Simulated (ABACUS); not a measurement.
W:

```xyz
1
Lattice="2.7407 0.0000 0.0000 -0.9136 2.5840 0.0000 -0.9136 -1.2920 2.2378" Properties=species:S:1:pos:R:3 pbc="T T T"
W     0.0000    0.0000    0.0000
```

```yaml
Program: ABACUS 3.10.1
Task: relaxation of cell and atoms
Functional: LDA
Potentials_or_basis: PseudoDojo NC SR 0.4.1 LDA stringent
Cutoff: 1687 eV
Density_cutoff: 6748 eV
Basis: plane waves
k_mesh: 10 × 10 × 10
Occupations: fermi-dirac, width 0.05 eV
Spin: no spin polarisation
```

At the start: pressure -8.0 GPa; volume 15.85 Å³/atom.

Task: How do energy, volume and symmetry change on relaxing?

Result: Over 3 steps the energy falls by 10.3 meV/atom and the volume is 15.45 Å³/atom (-2.5 %); space group Im-3m (No. 229, to 0.05 Å).

The path:
```tsv
step	energy change (eV)	largest force (eV/Å)	pressure (GPa)	volume (Å³)
1	0.0000	0.0000	-8.03	15.85
2	-0.0102	0.0000	-0.57	15.48
3	-0.0103	0.0000	0.02	15.45
```

Final structure:
```cif
data_structure
_symmetry_space_group_name_H-M 'P 1'
_symmetry_Int_Tables_number 1
_cell_length_a 2.7178
_cell_length_b 2.7178
_cell_length_c 2.7178
_cell_angle_alpha 109.471
_cell_angle_beta 109.471
_cell_angle_gamma 109.471
_cell_volume 15.45
loop_
_atom_site_label
_atom_site_type_symbol
_atom_site_fract_x
_atom_site_fract_y
_atom_site_fract_z
_atom_site_occupancy
W1 W 0.00000 0.00000 0.00000 1
```
